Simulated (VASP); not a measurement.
# MoS2 (R-3m) in VASP: notebook

One crystal, MoS2, is run at these levels: PBE; tasks: single point.

Program: VASP 6.6.1. These are calculated values, not measurements. Logs are shortened: lines on timing, memory, paths and dates and some standing lists are left out, and cuts for length are marked.

### 1 Starting point

The structure is trigonal, space group R-3m (No. 166). The conventional cell has a = 3.171 Å, b = 3.171 Å, c = 18.345 Å, α = 90.00°, β = 90.00°, γ = 120.00°. Mo (site symmetry -3m) has 6 S at 2.39 Å as nearest neighbours. Around S (site symmetry 3m) lie 3 Mo at 2.39 Å.

Measurements of this composition are mostly on another form, of space group No. 194.

### 2 Single point, PBE, spin-orbit coupling, no magnetisation

INCAR

```
PREC = Accurate
ENCUT = 750
EDIFF = 1E-8
ISMEAR = 0
SIGMA = 0.02
LREAL = F
LASPH = T
NELM = 100
ALGO = Normal
ISIF = 2
LWAVE = F
LCHARG = F
MAGMOM = 0 0 0 0 0 0 0 0 0
LORBIT = 11
LSORBIT = T
GGA_COMPAT = F
LMAXMIX = 4
GGA = PE
NBANDS = 42
```

KPOINTS

```
regular mesh
0
Gamma
  8 8 8
```

POSCAR

```
MoS2
1.0
    1.5855000000      0.9153888518      6.1149966667
   -1.5855000000      0.9153888518      6.1149966667
    0.0000000000     -1.8307777036      6.1149966667
Mo S
1 2
Direct
    0.0000000000      0.0000000000      0.0000000000
    0.2500000000      0.2500000000      0.2500000000
    0.7500000000      0.7500000000      0.7500000000
```

Potentials or basis: VASP PAW PBE potentials, release 64 (Mo_sv, S).

Command:

```sh
> cat potpaw_PBE.64/Mo_sv/POTCAR potpaw_PBE.64/S/POTCAR > POTCAR
> mpirun -np 1 vasp_ncl > vasp.out
```

OUTCAR:

```text
PREC = Accurate
   ENCUT = 750
   EDIFF = 1E-8
   ISMEAR = 0
   LREAL = F
   LASPH = T
   NELM = 100
   ISIF = 2
   LORBIT = 11
   LSORBIT = T
   GGA = PE

 ion  position               nearest neighbor table
   1  0.000  0.000  0.000-   3 2.39   2 2.39   3 2.39   3 2.39   2 2.39   2 2.39
   2  0.250  0.250  0.250-   1 2.39   1 2.39   1 2.39
   3  0.750  0.750  0.750-   1 2.39   1 2.39   1 2.39

  LATTYP: Found a trigonal (rhomboedric) cell.
 ALAT       =     6.3831756386
 COS(alpha) =     0.8766074614

  Lattice vectors:

 A1 = (   1.5855000000,   0.9153888518,   6.1149966667)
 A2 = (  -1.5855000000,   0.9153888518,   6.1149966667)
 A3 = (   0.0000000000,  -1.8307777036,   6.1149966667)

Analysis of symmetry for initial positions (statically):
=====================================================================
 Subroutine PRICEL returns:
 Original cell was already a primitive cell.

 Routine SETGRP: Setting up the symmetry group for a
 trigonal (rhombohedral) supercell.

 Subroutine GETGRP returns: Found 12 space group operations
 (whereof 12 operations were pure point group operations)
 out of a pool of 12 trial point group operations.

The static configuration has the point symmetry D_3d.

Analysis of symmetry for dynamics (positions and initial velocities):
=====================================================================
 Subroutine PRICEL returns:
 Original cell was already a primitive cell.

 Routine SETGRP: Setting up the symmetry group for a
 trigonal (rhombohedral) supercell.

 Subroutine GETGRP returns: Found 12 space group operations
 (whereof 12 operations were pure point group operations)
 out of a pool of 12 trial point group operations.

The dynamic configuration has the point symmetry D_3d.

Analysis of structural, dynamic, and magnetic symmetry:
=====================================================================
 Subroutine PRICEL returns:
 Original cell was already a primitive cell.

 Routine SETGRP: Setting up the symmetry group for a
 trigonal (rhombohedral) supercell.

 Subroutine GETGRP returns: Found 12 space group operations
 (whereof 12 operations were pure point group operations)
 out of a pool of 12 trial point group operations.

The overall configuration has the point symmetry D_3d.

 Subroutine INISYM returns: Found 12 space group operations
 (whereof 12 operations are pure point group operations),
 and found     1 'primitive' translations

----------------------------------------------------------------------------------------

                                     Primitive cell

  volume of cell :      53.2500

  direct lattice vectors                    reciprocal lattice vectors
     1.585500000  0.915388852  6.114996667     0.315357931  0.182071986  0.054510796
    -1.585500000  0.915388852  6.114996667    -0.315357931  0.182071986  0.054510796
     0.000000000 -1.830777704  6.114996667     0.000000000 -0.364143973  0.054510796

  length of vectors
     6.383175639  6.383175639  6.383175639     0.368201385  0.368201385  0.368201385

  position of ions in fractional coordinates (direct lattice)
     0.000000000  0.000000000  0.000000000
     0.250000000  0.250000000  0.250000000
     0.750000000  0.750000000  0.750000000

  ion indices of the primitive-cell ions
   primitive index   ion index
                 1           1
                 2           2
                 3           3

----------------------------------------------------------------------------------------

 KPOINTS: regular mesh

Automatic generation of k-mesh.
 Grid dimensions read from file:
 generate k-points for:    8    8    8

 Generating k-lattice:

  Cartesian coordinates                     Fractional coordinates (reciprocal lattice)
     0.039419741  0.022758998  0.006813849     0.125000000  0.000000000  0.000000000
    -0.039419741  0.022758998  0.006813849     0.000000000  0.125000000  0.000000000
     0.000000000 -0.045517997  0.006813849     0.000000000  0.000000000  0.125000000

  Length of vectors
     0.046025173  0.046025173  0.046025173

  Shift w.r.t. Gamma in fractional coordinates (k-lattice)
     0.000000000  0.000000000  0.000000000

 Subroutine IBZKPT returns following result:
 ===========================================

 Found     65 irreducible k-points:

 Following reciprocal coordinates:
            Coordinates               Weight
  0.000000  0.000000  0.000000      1.000000
  0.125000  0.000000  0.000000      6.000000
  0.250000  0.000000  0.000000      6.000000
  0.375000  0.000000  0.000000      6.000000
  0.500000  0.000000  0.000000      3.000000
  0.125000  0.125000  0.000000      6.000000
[... 16 lines left out ...]
  0.250000  0.125000  0.125000      6.000000
  0.375000  0.125000  0.125000      6.000000
 [... further k-points ...]
   k-points           NKPTS =     65   k-points in BZ     NKDIM =     65   number of bands    NBANDS=     42
   number of dos      NEDOS =    301   number of ions     NIONS =      3
   total plane-waves  NPLWV = 216000
   dimension x,y,z NGX =    60 NGY =   60 NGZ =   60
   dimension x,y,z NGXF=   120 NGYF=  120 NGZF=  120
   ions per type =               1   2
   NGX,Y,Z   is equivalent  to a cutoff of  15.63, 15.63, 15.63 a.u.
   NGXF,Y,Z  is equivalent  to a cutoff of  31.25, 31.25, 31.25 a.u.
 SYSTEM =  unknown system
   PREC   = accura    normal or accurate (medium, high low for compatibility)
   ISTART =      0    job   : 0-new  1-cont  2-samecut
   ICHARG =      2    charge: 1-file 2-atom 10-const
   ISPIN  =      1    spin polarized calculation?
   LNONCOLLINEAR =      T non collinear calculations
   LSORBIT =      T    spin-orbit coupling
   LASPH  =      T    aspherical Exc in radial PAW
   ENCUT  =  750.0 eV  55.12 Ry    7.42 a.u.  14.25 14.25 14.25*2*pi/ulx,y,z
   NELM   =    100;   NELMIN=  2; NELMDL= -5     # of ELM steps
   EDIFF  = 0.1E-07   stopping-criterion for ELM
   LREAL  =      F    real-space projection
   EDIFFG = 0.1E-06   stopping-criterion for IOM
   NSW    =      0    number of steps for IOM
   IBRION =     -1    ionic relax: 0-MD 1-quasi-New 2-CG
   NFREE  =      0    steps in history (QN), initial steepest desc. (CG)
   ISIF   =      2    stress and relaxation
   ISYM   =      2    0-nonsym 1-usesym 2-fastsym
   POTIM  = 0.5000    time-step for ionic-motion
   TEBEG  =    0.0;   TEEND  =   0.0 temperature during run
   PSTRESS=    0.0 pullay stress
   NELECT =      26.0000    total number of electrons
   NUPDOWN=      -1.0000    fix difference up-down
   EMIN   =  10.00;   EMAX   =-10.00  energy-range for DOS
   EFERMI =   0.00;   METHOD = LEGACY
   ISMEAR =     0;   SIGMA  =   0.02  broadening in eV -4-tet -1-fermi 0-gaus
   EFERMI_NEDOS =   21; number of points for ismear=-14 and -15
   IALGO  =     38    algorithm
   IMIX   =      4    mixing-type and parameters
     AMIX     =   0.40;   BMIX     =  1.00
     AMIX_MAG =   1.60;   BMIX_MAG =  1.00
  volume/ion in A,a.u.               =      17.75       119.78
  Fermi-wavevector in a.u.,A,eV,Ry     =   1.289118  2.436081 22.610522  1.661826
  Thomas-Fermi vector in A             =   2.421031
   LORBIT       =     11    0 simple, 1 ext, 2 COOP (PROOUT), +10 PAW based schemes
   GGA     = PE    functional components
   LHFCALC =     F    Hartree Fock is set to
   AEXX    =    0.0000 exact exchange contribution
   IVDW    =     0    specifies the selected vdW correction
   LEPSILON=     F    determine dielectric tensor
   LRPA    =     F    only Hartree local field effects (RPA)
 Gauss-broadening in eV      SIGMA  =   0.02
  energy-cutoff  :      750.00
  volume of cell :       53.25
 maximum number of plane-waves:      5010
 NGX is ok and might be reduce to    60
   NGX = 29   NGY = 29   NGZ = 29

 number of electron      26.0000000 magnetization      -0.0000000     -0.0000000     -0.0000000

 number of electron      26.0000000 magnetization       0.0000000      0.0000000      0.0000000

 number of electron      26.0000000 magnetization      -0.0000000      0.0000000     -0.0000000

 number of electron      26.0000000 magnetization      -0.0000000      0.0000000      0.0000000

 Free energy of the ion-electron system (eV)
  ---------------------------------------------------
  ext. energy  EPLUGINS =         0.00000000
  ---------------------------------------------------
  free energy    TOTEN  =       -21.02494220 eV

  energy without entropy =      -21.02477332  energy(sigma->0) =      -21.02485776

 E-fermi :   7.7825     XC(G=0): -10.8251

 val. band max:        7.7386476234   @ k =  -0.3750   0.3750   0.1250
 cond. band min:       7.7960959650   @ k =  -0.3750   0.2500   0.0000
 fundamental gap:      0.0574483416
 Fermi energy:         7.7824623547

 k-point     1 :       0.0000    0.0000    0.0000
  band No.  band energies     occupation
      1     -53.9915      1.00000
      2     -53.9915      1.00000
      3     -29.6498      1.00000
      4     -29.6498      1.00000
      5     -27.2539      1.00000
      6     -27.2539      1.00000
[... 973 lines left out ...]
     37      16.0268      0.00000
     38      16.0268      0.00000

 [... further k-points ...]

 [bands above 38 left out]

------------------------ aborting loop because EDIFF is reached ----------------------------------------

  FORCE on cell =-STRESS in cart. coord.  units (eV):
  Direction    XX          YY          ZZ          XY          YZ          ZX
  --------------------------------------------------------------------------------------
  -------------------------------------------------------------------------------------
  Total        2.1911014      2.1911014      3.5081017      0.0000000      0.0000000      0.0000000
  in kB       65.9255420     65.9255420    105.5512596      0.0000000      0.0000000      0.0000000
  external PRESSURE =      79.1341146 kB  Pullay stress =       0.0000000 kB

 VOLUME and BASIS-vectors are now :
 -----------------------------------------------------------------------------
  energy-cutoff  :      750.00
  volume of cell :       53.25
      direct lattice vectors                 reciprocal lattice vectors
     1.585500000  0.915388852  6.114996667     0.315357931  0.182071986  0.054510796
    -1.585500000  0.915388852  6.114996667    -0.315357931  0.182071986  0.054510796
     0.000000000 -1.830777704  6.114996667     0.000000000 -0.364143973  0.054510796

 POSITION                                       TOTAL-FORCE (eV/Angst)
 -----------------------------------------------------------------------------------
      0.00000      0.00000      0.00000         0.000000     -0.000000      0.000000
      0.00000      0.00000      4.58625         0.000000      0.000000     -0.988893
      0.00000      0.00000     13.75874         0.000000      0.000000      0.988893
 -----------------------------------------------------------------------------------
    total drift:                               -0.000000     -0.000000      0.000000

  FREE ENERGIE OF THE ION-ELECTRON SYSTEM (eV)
  ---------------------------------------------------
  free  energy   TOTEN  =       -21.0249422026 eV

  energy  without entropy=      -21.0247733180  energy(sigma->0) =      -21.02485776

 Spin-Orbit-Coupling matrix elements

 Ion:    1  E_soc:     -0.1968266
 l=   1
     0.0000000    -0.0294734    -0.0292741
    -0.0294734     0.0000000    -0.0294734
    -0.0292741    -0.0294734     0.0000000
 l=   2
     0.0000000    -0.0005386     0.0000000    -0.0005386    -0.0033610
    -0.0005386     0.0000000    -0.0021781    -0.0003208    -0.0005386
     0.0000000    -0.0021781     0.0000000    -0.0021781     0.0000000
    -0.0005386    -0.0003208    -0.0021781     0.0000000    -0.0005386
    -0.0033610    -0.0005386     0.0000000    -0.0005386     0.0000000
 l=   3
     0.0000000     0.0000000     0.0000000     0.0000000     0.0000000     0.0000000     0.0000000
     0.0000000     0.0000000     0.0000000     0.0000000     0.0000000     0.0000000     0.0000000
     0.0000000     0.0000000     0.0000000     0.0000000     0.0000000     0.0000000     0.0000000
     0.0000000     0.0000000     0.0000000     0.0000000     0.0000000     0.0000000     0.0000000
[... 29 lines left out ...]
 l=   2
     0.0000000     0.0000000     0.0000000     0.0000000     0.0000000
     0.0000000     0.0000000     0.0000000     0.0000000     0.0000000
     0.0000000     0.0000000     0.0000000     0.0000000     0.0000000
     0.0000000     0.0000000     0.0000000     0.0000000     0.0000000
     0.0000000     0.0000000     0.0000000     0.0000000     0.0000000
 l=   3
     0.0000000     0.0000000     0.0000000     0.0000000     0.0000000     0.0000000     0.0000000
     0.0000000     0.0000000     0.0000000     0.0000000     0.0000000     0.0000000     0.0000000
     0.0000000     0.0000000     0.0000000     0.0000000     0.0000000     0.0000000     0.0000000
     0.0000000     0.0000000     0.0000000     0.0000000     0.0000000     0.0000000     0.0000000
     0.0000000     0.0000000     0.0000000     0.0000000     0.0000000     0.0000000     0.0000000
     0.0000000     0.0000000     0.0000000     0.0000000     0.0000000     0.0000000     0.0000000
     0.0000000     0.0000000     0.0000000     0.0000000     0.0000000     0.0000000     0.0000000

 total charge

# of ion       s       p       d       tot
------------------------------------------
    1        2.305   6.236   3.961  12.501
    2        1.367   2.344   0.000   3.711
    3        1.367   2.344   0.000   3.711
--------------------------------------------------
tot          5.038  10.924   3.961  19.922

 magnetization (x)

# of ion       s       p       d       tot
------------------------------------------
    1        0.000   0.000   0.000   0.000
    2        0.000   0.000   0.000   0.000
    3        0.000   0.000   0.000   0.000
--------------------------------------------------
tot          0.000   0.000   0.000   0.000

 magnetization (y)

# of ion       s       p       d       tot
------------------------------------------
    1        0.000   0.000   0.000   0.000
    2        0.000  -0.000   0.000  -0.000
    3        0.000   0.000   0.000   0.000
--------------------------------------------------
tot          0.000   0.000   0.000   0.000

 magnetization (z)

# of ion       s       p       d       tot
------------------------------------------
    1        0.000   0.000   0.000   0.000
    2        0.000   0.000   0.000   0.000
    3        0.000   0.000   0.000   0.000
--------------------------------------------------
tot          0.000   0.000   0.000   0.000
```

Run time: 48 min. Hardware: 1 thread of Intel Xeon Platinum 8559C (Emerald Rapids), shared host; peak memory 1.4 GiB.

What came out:

- Free energy: -21.0249 eV
- Pressure: 7.9 GPa
- Largest force: 0.989 eV/Å
- Valence electrons inside the program's atomic spheres: Mo 12.50; S 3.71

Forces on the atoms (eV/Å):
```
Mo   0.000  0.000  0.000
S    0.000  0.000 -0.989
S    0.000  0.000  0.989
```

Stress tensor (GPa, compression positive):
```
 6.59  0.00  0.00
 0.00  6.59  0.00
 0.00  0.00 10.56
```

Caveat: the cell's inner coordinates are idealised or old, which leaves forces on the atoms.

### 3 Single point, PBE, spin-orbit coupling, no magnetisation

INCAR, as its differences from that of step 2:

```diff
@@ -1,4 +1,4 @@
 PREC = Accurate
-ENCUT = 750
-EDIFF = 1E-8
+ENCUT = 350
+EDIFF = 1E-7
 ISMEAR = 0
```

KPOINTS is that of step 2.

POSCAR is that of step 2.

Potentials or basis: VASP PAW PBE potentials, release 64 (Mo_sv, S).

Command:

```sh
> cat potpaw_PBE.64/Mo_sv/POTCAR potpaw_PBE.64/S/POTCAR > POTCAR
> mpirun -np 1 vasp_ncl > vasp.out
```

Run time: 8.3 min. Hardware: 1 thread of Intel Xeon Platinum 8559C (Emerald Rapids), shared host; peak memory 0.54 GiB.

The run converged, but some of its settings lie outside the range that counts as converged, so its numbers aren't taken as properties of the crystal.

Results:

```
Free energy                                           : -21.0160 eV
Pressure                                              : 7.4 GPa
Largest force                                         : 0.997 eV/Å
Valence electrons inside the program's atomic spheres : Mo 12.50; S 3.71
```

Caveat: the cell's inner coordinates are idealised or old, which leaves forces on the atoms.

### 4 Single point, PBE, spin-orbit coupling, no magnetisation

INCAR, as its differences from that of step 3:

```diff
@@ -1,3 +1,3 @@
 PREC = Accurate
-ENCUT = 350
+ENCUT = 250
 EDIFF = 1E-7
```

KPOINTS

```
regular mesh
0
Gamma
  4 4 4
```

POSCAR is that of step 3.

Command:

```sh
> cat potpaw_PBE.64/Mo_sv/POTCAR potpaw_PBE.64/S/POTCAR > POTCAR
> mpirun -np 1 vasp_ncl > vasp.out
```

Wall time 82 s (1 thread of Intel Xeon Platinum 8559C (Emerald Rapids), shared host); peak memory 0.37 GiB.

The run converged, but a check on its numbers failed (symmetry, net force, bounds or a known fault of this set-up), so they aren't taken as properties of the crystal.

Caveat: the k mesh is coarse (spacing up to 0.58 Å⁻¹), so the values aren't converged; the cutoff lies under the usual one of these potentials, so the numbers hold a large basis-set error; the cell's inner coordinates are idealised or old, which leaves forces on the atoms.

### 5 The reference run

An earlier run on the cell as given: functional PBE; potentials or basis VASP PAW PBE potentials, release 64 (Mo_sv, S); cutoff 520 eV; k mesh 10 × 10 × 10; occupations fermi-dirac, width 0.05 eV; no spin polarisation.

* Pressure: 7.8 GPa
* Largest force: 0.994 eV/Å
* Band gap on the k mesh: none (metal or under the smearing width)
